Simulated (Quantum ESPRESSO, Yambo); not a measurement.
# A GW chain in Yambo: BeTe (F-43m), part 2 of 3

Aim: the G0W0 gap of BeTe (F-43m) on PBE with spin-orbit coupling, step by step.

Quantum ESPRESSO 7.5 and Yambo 5.3.0; PBE and many-body steps on it, plane waves. Known limits of the many-body steps: not at the basis limit; coarse k mesh.

So far. Step 2 (Ground state): The gap is indirect, with the least direct gap 1.59 eV higher. Step 3 (Bands along the symmetry lines): The gap is 1.734 eV, as in the run before at this level.

### Step 4. Empty states on the mesh, 4×4×4 mesh, 234 bands

Level of this step: DFT, PBE with spin-orbit coupling, plane waves, norm-conserving pseudopotentials (Quantum ESPRESSO).

The sums over transitions need many empty states on a uniform mesh; this step solves for them.

pw.in

```
&control
  calculation = 'nscf'
  prefix = 'x'
  outdir = 'o'
  pseudo_dir = 'pseudo'
/
&system
  ibrav = 0
  nat = 2
  ntyp = 2
  ecutwfc = 88.0
  nbnd = 234
  force_symmorphic = .true.
  noncolin = .true.
  lspinorb = .true.
/
&electrons
  conv_thr = 1e-9
  electron_maxstep = 80
  diago_full_acc = .true.
  diago_thr_init = 5e-6
/
ATOMIC_SPECIES
  Be 9.012 Be.upf
  Te 127.6 Te.upf
CELL_PARAMETERS angstrom
  -0.0000000000 2.8314587876 2.8314587876
  2.8314587876 0.0000000000 2.8314587876
  2.8314587876 2.8314587876 0.0000000000
ATOMIC_POSITIONS crystal
  Be 0.0000000000 0.0000000000 0.0000000000
  Te 0.7500000000 0.7500000000 0.7500000000
K_POINTS automatic
  4 4 4 0 0 0
```

Command:

```console
OMP_NUM_THREADS=1 mpirun -n 4 pw.x -nk 4 -in pw.in > pw.out
```

What it wrote:

```text
[banner, memory and clock lines left out]
Program PWSCF v.7.5 starts

     Atomic positions and unit cell read from directory:
     o/x.save/

     Message from routine setup:
     using ibrav=0 with symmetry is DISCOURAGED, use correct ibrav instead

     G-vector sticks info

     bravais-lattice index     =            0
     lattice parameter (alat)  =       7.5670  a.u.
     unit-cell volume          =     306.3778 (a.u.)^3
     number of atoms/cell      =            2
     number of atomic types    =            2
     number of electrons       =        28.00
     number of Kohn-Sham states=          234
     kinetic-energy cutoff     =      88.0000  Ry
     charge density cutoff     =     352.0000  Ry
     Exchange-correlation= PBE
                           (   1   4   3   4   0   0   0)
     Non magnetic calculation with spin-orbit

     celldm(1)=   7.567007  celldm(2)=   0.000000  celldm(3)=   0.000000
     celldm(4)=   0.000000  celldm(5)=   0.000000  celldm(6)=   0.000000

     crystal axes: (cart. coord. in units of alat)
               a(1) = (  -0.000000   0.707107   0.707107 )
               a(2) = (   0.707107   0.000000   0.707107 )
               a(3) = (   0.707107   0.707107   0.000000 )

     reciprocal axes: (cart. coord. in units 2 pi/alat)
               b(1) = ( -0.707107  0.707107  0.707107 )
               b(2) = (  0.707107 -0.707107  0.707107 )
               b(3) = (  0.707107  0.707107 -0.707107 )
     Pseudo is Norm-conserving, Zval =  4.0
     Generated using ONCVPSP code by D. R. Hamann
     Using radial grid of 1358 points,  6 beta functions with:
     Pseudo is Norm-conserving + core correction, Zval = 24.0
     Generated using ONCVPSP code by D. R. Hamann
     Using radial grid of 1324 points, 10 beta functions with:
     Be                4.00     9.01200     Be( 1.00)
     Te               24.00   127.60000     Te( 1.00)

     24 Sym. Ops. (no inversion) found

   Cartesian axes

     site n.     atom                  positions (alat units)
         1        Be     tau(   1) = (   0.0000000   0.0000000   0.0000000  )
         2        Te     tau(   2) = (   1.0606602   1.0606602   1.0606602  )

     number of k points=     8
                       cart. coord. in units 2pi/alat
        k(    1) = (   0.0000000   0.0000000   0.0000000), wk =   0.0156250
        k(    2) = (   0.1767767   0.1767767  -0.1767767), wk =   0.1250000
        k(    3) = (  -0.3535534  -0.3535534   0.3535534), wk =   0.0625000
[...]
k(    7) = (  -0.7071068   0.0000000   0.0000000), wk =   0.0468750
        k(    8) = (  -0.7071068   0.3535534   0.0000000), wk =   0.0937500

     Dense  grid:    34327 G-vectors     FFT dimensions: (  45,  45,  45)

     The potential is recalculated from file :
     o/x.save/charge-density

     Starting wfcs are   30 randomized atomic wfcs +  204 random wfcs

     Band Structure Calculation

     End of band structure calculation

          k = 0.0000 0.0000 0.0000 (  4279 PWs)   bands (ev):

  -150.2883-150.2883-107.1048-107.1048 -97.3968 -97.3968 -97.3968 -97.3968
   -91.9320 -91.9320 -28.5735 -28.5735 -28.5735 -28.5735 -27.1159 -27.1159
   -27.1081 -27.1081 -27.1081 -27.1081  -3.7320  -3.7320   7.8024   7.8024
     8.7377   8.7377   8.7377   8.7377  12.0573  12.0573  12.1192  12.1192
[...]
[... 18 further rows ...]
[...]
95.3356  95.3356

          k = 0.1768 0.1768-0.1768 (  4272 PWs)   bands (ev):

  -150.2883-150.2883-107.1048-107.1048 -97.3969 -97.3969 -97.3968 -97.3968
[...]
[... 18 further rows ...]
[...]
99.4937  99.4938

          k =-0.3536-0.3536 0.3536 (  4314 PWs)   bands (ev):

  -150.2883-150.2883-107.1048-107.1048 -97.3969 -97.3969 -97.3969 -97.3969
[...]
38.1258  38.1258  40.6447  40.6447  40.8977  40.8977  41.2684  41.2684
     [... 18 further rows ...]
    95.9249  95.9249  97.2121  97.2121  97.2925  97.2925  98.1581  98.1581
    98.2008  98.2008

          k = 0.3536 0.0000 0.0000 (  4256 PWs)   bands (ev):

     [... further k-points ...]

     highest occupied, lowest unoccupied level (ev):     8.7377   10.4720

     XML data file, pseudopotentials, collected wavefunctions
```

It took 53 s on 4 MPI ranks of Arm Neoverse V1, shared host; peak memory 0.89 GiB.

This step gave:

```
gap                                                           : 1.734 eV
k of the valence top                                          : 0, 0, 0
k of the conduction bottom                                    : 0, -0.5, -0.5
least direct gap                                              : 3.320 eV
k points computed                                             : 8
lowest point of the top converged band, above the valence top : 86.5979 eV
```

On this mesh the gap is 1.734 eV.

### Step 5. Conversion and set-up

This step: Yambo 5.3.0; conversion and set-up on PBE with spin-orbit coupling, plane waves, norm-conserving pseudopotentials.

The states are converted to the many-body program's format and the q mesh is built.

Command:

```console
(cd o/x.save; p2y > p2y.log; mv SAVE ../..); yambo > setup.log
```

What it wrote:

```text
 Yambo, version 5.3.0

 [02] CORE Variables Setup
 =========================

  [02.01] Unit cells
  ==================

  Cell kind             :  FCC
  Atoms in the cell     :  Be  Te
  number of Be atoms    :  1
  number of Te atoms    :  1

  List of atomic masses
  Mass of Be    :  9.012000
  Mass of Te    :  127.6000

  List of atomic coordinates    : [cc]
  Be1       :  0.000000  0.000000  0.000000  order 1
  Te1       :  8.026022  8.026022  8.026022  order 2

  Alat factors          :  5.350682  5.350682  5.350682 [a.u.]
  Direct lattice volume :  306.3778 [a.u.]
  Direct lattice vectors:  A[ 1 ]  A[ 2 ]  A[ 3 ]
   A[ 1 ]: -0.000000  1.000000  1.000000  [iru]
  -0.000000  5.350682  5.350682  [cc]
   A[ 2 ]:  1.000000  0.000000  1.000000  [iru]
   5.350682  0.000000  5.350682  [cc]
   A[ 3 ]:  1.000000  1.000000  0.000000  [iru]
   5.350682  5.350682  0.000000  [cc]

  Recip. lattice volume :  0.809622 [a.u.]
  Recip. lattice vectors:  B[ 1 ]  B[ 2 ]  B[ 3 ]
   B[ 1 ]: -0.500000  0.500000  0.500000  [iku]
  -0.587139  0.587139  0.587139  [cc]
   B[ 2 ]:  0.500000 -0.500000  0.500000  [iku]
   0.587139 -0.587139  0.587139  [cc]
   B[ 3 ]:  0.500000  0.500000 -0.500000  [iku]
   0.587139  0.587139 -0.587139  [cc]

  [02.02] Symmetries
  ==================

  Inversion symmetry    : yes
  Spatial inversion     : no
  Inversion index       :  25
  K-space Time-reversal : yes
  Magnetic symmetries   : no
  Time-reversal derived K-space symmetries:   25   48
  Group table correct   : yes
  Symmetries units      :  [cc]

   [S  1]:   1.0000      0.11739E-16  0.11739E-16  0.11739E-16   1.0000     -0.11739E-16 -0.11739E-16 -0.11739E-16   1.0000
   [S  2]:  -1.0000     -0.11739E-16  0.11739E-16 -0.11739E-16  -1.0000     -0.11739E-16  0.11739E-16  0.11739E-16   1.0000
   [S  3]:  -1.0000      0.11739E-16 -0.11739E-16 -0.11739E-16   1.0000      0.11739E-16  0.11739E-16 -0.11739E-16  -1.0000
[...]
[S  9]:  0.11739E-16   1.0000      0.11739E-16 -0.11739E-16  0.11739E-16   1.0000       1.0000     -0.11739E-16 -0.11739E-16
   [S 10]:  0.11739E-16  -1.0000     -0.11739E-16 -0.11739E-16 -0.11739E-16  -1.0000       1.0000      0.11739E-16  0.11739E-16
     [... 36 further rows ...]
   [S*47]:   1.0000      0.11739E-16 -0.11739E-16  0.11739E-16 -0.11739E-16  -1.0000     -0.11739E-16   1.0000      0.11739E-16
   [S*48]:   1.0000     -0.11739E-16  0.11739E-16  0.11739E-16  0.11739E-16   1.0000     -0.11739E-16  -1.0000     -0.11739E-16

  [02.03] Reciprocal space
  ========================

  nG shells         :   342
  nG charge         :   34327
  nG WFs            :   5183
  nC WFs            :   4314
  G-vecs. in first 34 shells:  [ Number ]
     1    9   15   27   51   59   65   89  113
    137   169   181   229   259   283   307   331   339
    387   411   459   531   537   561   609   645   701
    725   749   821   869   893   941   965
  ...
[...]
BZ  K-points                                      :   64

  K/Q-points units:
  rlu = crystal or reduced units; cc = cartesian coordinates; iku = interal k-units

  K [1]          [rlu]:  0.000000  0.000000  0.000000
         WF components:   4279
  K [2]          [rlu]:  0.73781E-17  0.73781E-17  0.25000
         WF components:   4272
  K [3]          [rlu]: -0.14756E-16 -0.14756E-16 -0.50000
         WF components:   4314
  K [4]          [rlu]:  0.45585E-17  0.25000      0.25000
         WF components:   4256
  K [5]          [rlu]:  0.97405E-17  0.25000     -0.50000
         WF components:   4267
  [... 2 further k-points ...]
  K [8]          [rlu]:  0.250000 -0.500000 -0.250000
         WF components:   4284

  [02.05] Energies & Occupations
  ==============================

  [X] === General ===
  [X] Electronic Temperature                        :  0.000000  0.000000 [eV K]
  [X] Bosonic    Temperature                        :  0.000000  0.000000 [eV K]
  [X] Finite Temperature mode                       : no
  [X] El. density                                   :  0.61673E+24 [cm-3]
  [X] Fermi Level                                   :  8.737735 [eV]

  [X] === Gaps and Widths ===
  [X] Conduction Band Min                           :  1.734287 [eV]
  [X] Valence Band Max                              :  0.000000 [eV]
  [X] Filled Bands                                  :  28
  [X] Empty Bands                                   :   29  234
  [X] Direct Gap                                    :  3.319578 [eV]
  [X] Direct Gap localized at k                     :  1
  [X] Indirect Gap                                  :  1.734287 [eV]
  [X] Indirect Gap between kpts                     :   1   7
  [X] Last valence band width                       :  3.339990 [eV]
  [X] 1st conduction band width                     :  3.211035 [eV]

  E @ K [1]:  [eV]
  -159.0260 -159.0260 -115.8425 -115.8425 -106.1346 -106.1346 -106.1346 -106.1346
  -100.6697 -100.6697  -37.3112  -37.3112  -37.3112  -37.3112  -35.8537  -35.8537
  -35.84585 -35.84585 -35.84585 -35.84585 -12.46975 -12.46975  -0.93533  -0.93533
[...]
occ @ K [1]
[...]
E @ K [2]:  [eV]
[...]
occ @ K [2]
[...]
E @ K [3]:  [eV]
[...]
occ @ K [3]
[...]
E @ K [4]:  [eV]
[...]
occ @ K [4]
[...]
E @ K [5]:  [eV]
[...]
occ @ K [5]
[...]
[... 2 further k-points ...]
  E @ K [8]:  [eV]
[...]
occ @ K [8]
[...]
0.000000  0.000000  0.000000  0.000000  0.000000  0.000000  0.000000  0.000000
   0.000000  0.000000  0.000000  0.000000  0.000000  0.000000  0.000000  0.000000

 [03] Transferred momenta grid and indexing
 ==========================================

 IBZ Q-points                                      :   8
 BZ  Q-points                                      :   64

 K/Q-points units:
 rlu = crystal or reduced units; cc = cartesian coordinates; iku = interal k-units

 Q [1]          [rlu]:  0.000000  0.000000  0.000000
 Q [2]          [rlu]:  0.54651E-16  0.26895E-16  0.25000
 Q [3]          [rlu]: -0.10930E-15 -0.53790E-16 -0.50000
[...]
Q [7]          [rlu]: -0.91171E-17 -0.50000     -0.50000
 Q [8]          [rlu]:  0.250000 -0.500000 -0.250000

  [03.01] X indexes
  =================

   [03.01.01] Sigma indexes
   ========================

 [06] Game Over & Game summary
```

It took 3 s on 1 MPI rank; peak memory 0.25 GiB.

(Part 2 of 3 ends here.)

[Paths, hosts, dates, memory and timing lines, banners, echoed tables and standing remarks are left out of the program output.]

[Logs are printed without paths, hosts, clocks, repeated set-up lines and the standing remarks that a program may print on its own settings, such as how far it seeks lower states.]

[Runs of the session that timed out or met a known fault of the program may be left out.]

[Hosts, paths, dates, database ids (printed as entryN), source tags and the programs' standing remarks are cut or masked in the printed files.]
